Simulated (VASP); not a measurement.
# Fe (Im-3m) in VASP: notebook

Aim: see how the results for Fe move with the level of theory and the settings. Levels: PBE, PBE+D3(BJ), PBEsol. Tasks: relaxation of cell and atoms, single point.

Program: VASP 6.6.1. These are calculated values, not measurements. Logs are shortened: lines on timing, memory, paths and dates and some standing lists are left out, and cuts for length are marked.

### 1 The structure

The structure is cubic, space group Im-3m (No. 229). The conventional cell has a = 2.859 Å, b = 2.859 Å, c = 2.859 Å, α = 90.00°, β = 90.00°, γ = 90.00°. Fe (site symmetry m-3m) is surrounded by 8 Fe at 2.48 Å.

### 2 Relaxation of cell and atoms, PBE, collinear spin, ferromagnetic start

INCAR

```
SYSTEM = Fe
ALGO     = Normal         ! electronic algorithm
EDIFF    = 1E-7           ! SCF threshold, eV
EDIFFG   = -0.005         ! ionic threshold
ENCUT    = 600            ! plane-wave cutoff, eV
GGA      = PE             ! functional
IBRION   = 2              ! ionic algorithm
ISIF     = 3              ! what is computed and relaxed
ISMEAR   = 0              ! smearing method
ISPIN    = 2              ! spin polarisation
LASPH    = .True.         ! aspherical terms in the spheres
LCHARG   = .False.        ! write CHGCAR
LMAXMIX  = 4              ! l up to which the mixer works
LORBIT   = 11             ! projections on sites
LREAL    = .False.        ! projectors in reciprocal space
LWAVE    = .False.        ! write WAVECAR
MAGMOM   = 3              ! initial moments
NELM     = 100            ! most SCF steps
NSW      = 90             ! ionic steps
PREC     = Accurate       ! precision mode
SIGMA    = 0.1            ! smearing width, eV
```

KPOINTS

```
k-points
0
Gamma
  20 20 20
  0 0 0
```

POSCAR

```
Fe
1.0
   -1.4295500000      1.4295500000      1.4295500000
    1.4295500000     -1.4295500000      1.4295500000
    1.4295500000      1.4295500000     -1.4295500000
Fe
1
Direct
    0.0000000000      0.0000000000      0.0000000000
```

Potentials or basis: VASP PAW PBE potentials, release 64 (Fe).

The run is started by

```bash
cat potpaw_PBE.64/Fe/POTCAR > POTCAR
mpirun -np 1 vasp_std > vasp.out
```

OUTCAR:

```text
SYSTEM = Fe
   EDIFF = 1E-7
   EDIFFG = -0.005
   ENCUT = 600
   GGA = PE
   IBRION = 2
   ISIF = 3
   ISMEAR = 0
   ISPIN = 2
   LASPH = .True.
   LORBIT = 11
   LREAL = .False.
   NELM = 100
   NSW = 90
   PREC = Accurate

 ion  position               nearest neighbor table
   1  0.000  0.000  0.000-

  LATTYP: Found a body centered cubic cell.
 ALAT       =     2.8591000000

  Lattice vectors:

 A1 = (  -1.4295500000,   1.4295500000,   1.4295500000)
 A2 = (   1.4295500000,  -1.4295500000,   1.4295500000)
 A3 = (   1.4295500000,   1.4295500000,  -1.4295500000)

Analysis of symmetry for initial positions (statically):
=====================================================================
 Subroutine PRICEL returns:
 Original cell was already a primitive cell.

 Routine SETGRP: Setting up the symmetry group for a
 body centered cubic supercell.

 Subroutine GETGRP returns: Found 48 space group operations
 (whereof 48 operations were pure point group operations)
 out of a pool of 48 trial point group operations.

The static configuration has the point symmetry O_h .

Analysis of symmetry for dynamics (positions and initial velocities):
=====================================================================
 Subroutine PRICEL returns:
 Original cell was already a primitive cell.

 Routine SETGRP: Setting up the symmetry group for a
 body centered cubic supercell.

 Subroutine GETGRP returns: Found 48 space group operations
 (whereof 48 operations were pure point group operations)
 out of a pool of 48 trial point group operations.

The dynamic configuration has the point symmetry O_h .

Analysis of structural, dynamic, and magnetic symmetry:
=====================================================================
 Subroutine PRICEL returns:
 Original cell was already a primitive cell.

 Routine SETGRP: Setting up the symmetry group for a
 body centered cubic supercell.

 Subroutine GETGRP returns: Found 48 space group operations
 (whereof 48 operations were pure point group operations)
 out of a pool of 48 trial point group operations.

The overall configuration has the point symmetry O_h .

 Subroutine INISYM returns: Found 48 space group operations
 (whereof 48 operations are pure point group operations),
 and found     1 'primitive' translations

----------------------------------------------------------------------------------------

                                     Primitive cell

  volume of cell :      11.6858

  direct lattice vectors                    reciprocal lattice vectors
    -1.429550000  1.429550000  1.429550000     0.000000000  0.349760414  0.349760414
     1.429550000 -1.429550000  1.429550000     0.349760414  0.000000000  0.349760414
     1.429550000  1.429550000 -1.429550000     0.349760414  0.349760414  0.000000000

  length of vectors
     2.476053232  2.476053232  2.476053232     0.494635921  0.494635921  0.494635921

  position of ions in fractional coordinates (direct lattice)
     0.000000000  0.000000000  0.000000000

  ion indices of the primitive-cell ions
   primitive index   ion index
                 1           1

----------------------------------------------------------------------------------------

 KPOINTS: k-points

Automatic generation of k-mesh.
 Grid dimensions read from file:
 generate k-points for:   20   20   20

 Generating k-lattice:

  Cartesian coordinates                     Fractional coordinates (reciprocal lattice)
     0.000000000  0.017488021  0.017488021     0.050000000  0.000000000  0.000000000
     0.017488021  0.000000000  0.017488021     0.000000000  0.050000000  0.000000000
     0.017488021  0.017488021  0.000000000     0.000000000  0.000000000  0.050000000

  Length of vectors
     0.024731796  0.024731796  0.024731796

  Shift w.r.t. Gamma in fractional coordinates (k-lattice)
     0.000000000  0.000000000  0.000000000

 Subroutine IBZKPT returns following result:
 ===========================================

 Found    256 irreducible k-points:

 Following reciprocal coordinates:
            Coordinates               Weight
  0.000000  0.000000  0.000000      1.000000
  0.050000  0.000000  0.000000     12.000000
  0.100000  0.000000  0.000000     12.000000
  0.150000  0.000000  0.000000     12.000000
  0.200000  0.000000  0.000000     12.000000
  0.250000  0.000000  0.000000     12.000000
[... 16 lines left out ...]
  0.200000  0.100000 -0.000000     48.000000
  0.250000  0.100000  0.000000     48.000000
 [... further k-points ...]
   k-points           NKPTS =    256   k-points in BZ     NKDIM =    256   number of bands    NBANDS=     10
   number of dos      NEDOS =    301   number of ions     NIONS =      1
   total plane-waves  NPLWV =   8000
   dimension x,y,z NGX =    20 NGY =   20 NGZ =   20
   dimension x,y,z NGXF=    40 NGYF=   40 NGZF=   40
   ions per type =               1
   NGX,Y,Z   is equivalent  to a cutoff of  13.43, 13.43, 13.43 a.u.
   NGXF,Y,Z  is equivalent  to a cutoff of  26.86, 26.86, 26.86 a.u.
 SYSTEM =  Fe
   PREC   = accura    normal or accurate (medium, high low for compatibility)
   ISTART =      0    job   : 0-new  1-cont  2-samecut
   ICHARG =      2    charge: 1-file 2-atom 10-const
   ISPIN  =      2    spin polarized calculation?
   LNONCOLLINEAR =      F non collinear calculations
   LSORBIT =      F    spin-orbit coupling
   LASPH  =      T    aspherical Exc in radial PAW
   ENCUT  =  600.0 eV  44.10 Ry    6.64 a.u.   4.95  4.95  4.95*2*pi/ulx,y,z
   NELM   =    100;   NELMIN=  2; NELMDL= -5     # of ELM steps
   EDIFF  = 0.1E-06   stopping-criterion for ELM
   LREAL  =      F    real-space projection
   EDIFFG = -.5E-02   stopping-criterion for IOM
   NSW    =     90    number of steps for IOM
   IBRION =      2    ionic relax: 0-MD 1-quasi-New 2-CG
   NFREE  =      1    steps in history (QN), initial steepest desc. (CG)
   ISIF   =      3    stress and relaxation
   ISYM   =      2    0-nonsym 1-usesym 2-fastsym
   POTIM  = 0.5000    time-step for ionic-motion
   TEBEG  =    0.0;   TEEND  =   0.0 temperature during run
   PSTRESS=    0.0 pullay stress
   NELECT =       8.0000    total number of electrons
   NUPDOWN=      -1.0000    fix difference up-down
   EMIN   =  10.00;   EMAX   =-10.00  energy-range for DOS
   EFERMI =   0.00;   METHOD = LEGACY
   ISMEAR =     0;   SIGMA  =   0.10  broadening in eV -4-tet -1-fermi 0-gaus
   EFERMI_NEDOS =   21; number of points for ismear=-14 and -15
   IALGO  =     38    algorithm
   IMIX   =      4    mixing-type and parameters
     AMIX     =   0.40;   BMIX     =  1.00
     AMIX_MAG =   1.60;   BMIX_MAG =  1.00
  volume/ion in A,a.u.               =      11.69        78.86
  Fermi-wavevector in a.u.,A,eV,Ry     =   1.442842  2.726576 28.324519  2.081793
  Thomas-Fermi vector in A             =   2.561317
   LORBIT       =     11    0 simple, 1 ext, 2 COOP (PROOUT), +10 PAW based schemes
   GGA     = PE    functional components
   LHFCALC =     F    Hartree Fock is set to
   AEXX    =    0.0000 exact exchange contribution
   IVDW    =     0    specifies the selected vdW correction
   LEPSILON=     F    determine dielectric tensor
   LRPA    =     F    only Hartree local field effects (RPA)
 conjugate gradient relaxation of ions
 spin polarized calculation
 Gauss-broadening in eV      SIGMA  =   0.10
  energy-cutoff  :      600.00
  volume of cell :       11.69
 maximum number of plane-waves:       403
   NGX =  9   NGY =  9   NGZ =  9

--------------------------------------- Ionic step        1  -------------------------------------------

 number of electron       7.9999999 magnetization       2.2439309

 Free energy of the ion-electron system (eV)
  ---------------------------------------------------
  ext. energy  EPLUGINS =         0.00000000
  ---------------------------------------------------
  free energy    TOTEN  =        -8.23956012 eV

  energy without entropy =       -8.23468711  energy(sigma->0) =       -8.23712361

------------------------ aborting loop because EDIFF is reached ----------------------------------------

  FORCE on cell =-STRESS in cart. coord.  units (eV):
  Direction    XX          YY          ZZ          XY          YZ          ZX
  --------------------------------------------------------------------------------------
  -------------------------------------------------------------------------------------
  Total       -0.3693468     -0.3693468     -0.3693468      0.0000000     -0.0000000      0.0000000
  in kB      -50.6392041    -50.6392041    -50.6392041      0.0000000     -0.0000000      0.0000000
  external PRESSURE =     -50.6392041 kB  Pullay stress =       0.0000000 kB
[... 55 lines left out ...]
  energy  without entropy=       -8.2360288971  energy(sigma->0) =       -8.23851729

--------------------------------------- Ionic step        3  -------------------------------------------

 number of electron       8.0000006 magnetization       2.1955328

 Free energy of the ion-electron system (eV)
  ---------------------------------------------------
  ext. energy  EPLUGINS =         0.00000000
  ---------------------------------------------------
  free energy    TOTEN  =        -8.24488965 eV

  energy without entropy =       -8.23956333  energy(sigma->0) =       -8.24222649

 E-fermi :   5.8271     XC(G=0): -13.1211

 val. band max:        5.8256844481   @ k =  -0.4500  -0.4500   0.3000
 cond. band min:       5.8290668098   @ k =  -0.4000   0.5000   0.1500
 fundamental gap:      0.0033823617
 Fermi energy:         5.8270999823

 spin component 1

 k-point     1 :       0.0000    0.0000    0.0000
  band No.  band energies     occupation
      1      -2.6063      1.00000
      2       3.5214      1.00000
      3       3.5214      1.00000
      4       3.5214      1.00000
      5       4.7336      1.00000
      6       4.7336      1.00000
      7      30.8606      0.00000
      8      30.8606      0.00000
      9      30.8606      0.00000
     10      35.9484      0.00000
[... 287 lines left out ...]
 k-point    24 :       0.2500    0.1000    0.0000
  band No.  band energies     occupation
      1       0.5505      1.00000
      2       2.8048      1.00000
      3       3.2620      1.00000
      4       4.5657      1.00000
      5       4.9327      1.00000
      6       5.5386      0.99998
      7      19.5250      0.00000
      8      24.0087      0.00000
      9      27.4902      0.00000
     10      30.9476      0.00000

 [... further k-points ...]

 spin component 2

 k-point     1 :       0.0000    0.0000    0.0000
  band No.  band energies     occupation
      1      -2.4381      1.00000
      2       5.4361      1.00000
      3       5.4362      1.00000
      4       5.4362      1.00000
      5       7.4913      0.00000
      6       7.4915      0.00000
      7      30.6090      0.00000
      8      30.6090      0.00000
      9      30.6090      0.00000
     10      36.1444      0.00000
[... 327 lines left out ...]
  FREE ENERGIE OF THE ION-ELECTRON SYSTEM (eV)
  ---------------------------------------------------
  free  energy   TOTEN  =        -8.2448896486 eV

  energy  without entropy=       -8.2395633329  energy(sigma->0) =       -8.24222649

 reached required accuracy - stopping structural energy minimisation

 total charge

# of ion       s       p       d       tot
------------------------------------------
    1        0.488   0.542   6.240   7.270

 magnetization (x)

# of ion       s       p       d       tot
------------------------------------------
    1       -0.013  -0.056   2.262   2.193
```

Run time: 94 s. Hardware: 1 thread of Intel Xeon Platinum 8488C (Sapphire Rapids), shared host; peak memory 0.19 GiB.

Results:

```
Free energy                                           : -8.2449 eV
Relaxed volume                                        : 11.35 Å³/atom
Relaxed cell                                          : a = 2.452 Å, b = 2.452 Å, c = 2.452 Å, α = 109.47°, β = 109.47°, γ = 109.47°
Space group after relaxing (to 0.05 Å)                : Im-3m (No. 229)
Energy gained by relaxing                             : 5.3 meV/atom
Ionic steps                                           : 3
Pressure after relaxing                               : 0.0 GPa
Band gap on the k mesh                                : none (metal or under the smearing width)
Net moment                                            : 2.20 μB per cell
Site moments                                          : Fe +2.19 μB
Valence electrons inside the program's atomic spheres : Fe 7.27
```

Step by step:
```
step  energy change (eV)  largest force (eV/Å)  pressure (GPa)  volume (Å³)
   1              0.0000                0.0000           -5.06        11.69
   2             -0.0014                0.0000            4.57        11.07
   3             -0.0053                0.0000            0.02        11.35
```

Final structure:
```
CELL_PARAMETERS angstrom
-1.41582 1.41582 1.41582
1.41582 -1.41582 1.41582
1.41582 1.41582 -1.41582
ATOMIC_POSITIONS crystal
Fe 0.00000 0.00000 0.00000
```

### 3 Relaxation of cell and atoms, PBE+D3(BJ), collinear spin, ferromagnetic start

INCAR, as its differences from that of step 2:

```diff
@@ -10,2 +10,3 @@
 ISPIN    = 2              ! spin polarisation
+IVDW     = 12             ! dispersion correction
 LASPH    = .True.         ! aspherical terms in the spheres
```

KPOINTS is that of step 2.

POSCAR is that of step 2.

Potentials or basis: VASP PAW PBE potentials, release 64 (Fe).

The run is started by

```bash
cat potpaw_PBE.64/Fe/POTCAR > POTCAR
mpirun -np 1 vasp_std > vasp.out
```

It took 2.4 min on 1 thread of Intel Xeon Platinum 8488C (Sapphire Rapids), shared host; peak memory 0.2 GiB.

The run converged. Its results:

```
Free energy                                           : -8.6083 eV
Relaxed volume                                        : 11.02 Å³/atom
Relaxed cell                                          : a = 2.428 Å, b = 2.428 Å, c = 2.428 Å, α = 109.47°, β = 109.47°, γ = 109.47°
Space group after relaxing (to 0.05 Å)                : Im-3m (No. 229)
Energy gained by relaxing                             : 21.6 meV/atom
Ionic steps                                           : 4
Pressure after relaxing                               : 0.0 GPa
Band gap on the k mesh                                : none (metal or under the smearing width)
Net moment                                            : 2.12 μB per cell
Site moments                                          : Fe +2.11 μB
Valence electrons inside the program's atomic spheres : Fe 7.33
Dispersion energy per atom                            : -0.369 eV
```

Step by step:
| step | energy change (eV) | largest force (eV/Å) | pressure (GPa) | volume (Å³) |
| --- | --- | --- | --- | --- |
| 1 | 0.0000 | 0.0000 | -10.02 | 11.69 |
| 2 | -0.0035 | 0.0000 | 11.82 | 10.49 |
| 3 | -0.0216 | 0.0000 | -0.20 | 11.03 |
| 4 | -0.0216 | 0.0000 | 0.00 | 11.02 |

Final structure:
```
CELL_PARAMETERS angstrom
-1.40180 1.40180 1.40180
1.40180 -1.40180 1.40180
1.40180 1.40180 -1.40180
ATOMIC_POSITIONS crystal
Fe 0.00000 0.00000 0.00000
```

Levels at points of the mesh, in eV from the Fermi level:
Spin up:
| k point | band 2 | band 3 | band 4 | band 5 | band 6 | band 7 | band 8 | band 9 |
| --- | --- | --- | --- | --- | --- | --- | --- | --- |
| (0.00, 0.00, 0.00) | -2.35 | -2.35 | -2.35 | -1.09 | -1.09 | 25.32 | 25.32 | 25.32 |
| (0.50, 0.00, 0.00) | -3.49 | -1.02 | -0.89 | 0.46 | 0.51 | 7.64 | 18.62 | 20.71 |
| (0.50, 0.50, 0.50) | -5.03 | 0.18 | 0.18 | 0.18 | 10.16 | 10.16 | 10.16 | 15.96 |
Spin down:
| k point | band 1 | band 2 | band 3 | band 4 | band 5 | band 6 | band 7 | band 8 |
| --- | --- | --- | --- | --- | --- | --- | --- | --- |
| (0.00, 0.00, 0.00) | -8.45 | -0.53 | -0.53 | -0.53 | 1.61 | 1.61 | 25.08 | 25.08 |
| (0.50, 0.00, 0.00) | -3.85 | -1.86 | 0.63 | 1.46 | 1.88 | 2.59 | 8.97 | 18.68 |
| (0.50, 0.50, 0.50) | -3.25 | -3.25 | 2.27 | 2.27 | 2.27 | 10.42 | 10.42 | 10.42 |

Caveat: pairwise dispersion overbinds metals, which lowers pressure and volume.

### 4 Relaxation of cell and atoms, PBEsol, collinear spin, ferromagnetic start

INCAR, as its differences from that of step 3:

```diff
@@ -4,4 +4,4 @@
 EDIFFG   = -0.005         ! ionic threshold
-ENCUT    = 600            ! plane-wave cutoff, eV
-GGA      = PE             ! functional
+ENCUT    = 300            ! plane-wave cutoff, eV
+GGA      = PS             ! functional
 IBRION   = 2              ! ionic algorithm
@@ -10,3 +10,2 @@
 ISPIN    = 2              ! spin polarisation
-IVDW     = 12             ! dispersion correction
 LASPH    = .True.         ! aspherical terms in the spheres
```

KPOINTS is that of step 3.

POSCAR is that of step 3.

The run is started by

```bash
cat potpaw_PBE.64/Fe/POTCAR > POTCAR
mpirun -np 1 vasp_std > vasp.out
```

It took 48 s on 1 thread of Intel Xeon Platinum 8488C (Sapphire Rapids), shared host; peak memory 0.15 GiB.

The run converged, but some of its settings lie outside the range that counts as converged, so its numbers aren't taken as properties of the crystal.

What came out:

* Free energy: -8.9319 eV
* Relaxed volume: 10.80 Å³/atom
* Relaxed cell: a = 2.412 Å, b = 2.412 Å, c = 2.412 Å, α = 109.47°, β = 109.47°, γ = 109.47°
* Space group after relaxing (to 0.05 Å): Im-3m (No. 229)
* Energy gained by relaxing: 41.9 meV/atom
* Ionic steps: 7
* Band gap on the k mesh: none (metal or under the smearing width)
* Net moment: 2.09 μB per cell
* Site moments: Fe +2.07 μB
* Valence electrons inside the program's atomic spheres: Fe 7.38

Caveat: the cutoff is under 1.25 times the usual one of these potentials, so pressure, stress and relaxed cells hold a basis-set (Pulay) error; the PAW data sets were made with another functional, which shifts forces and pressure a little.

(Part 1 of 2 ends here.)
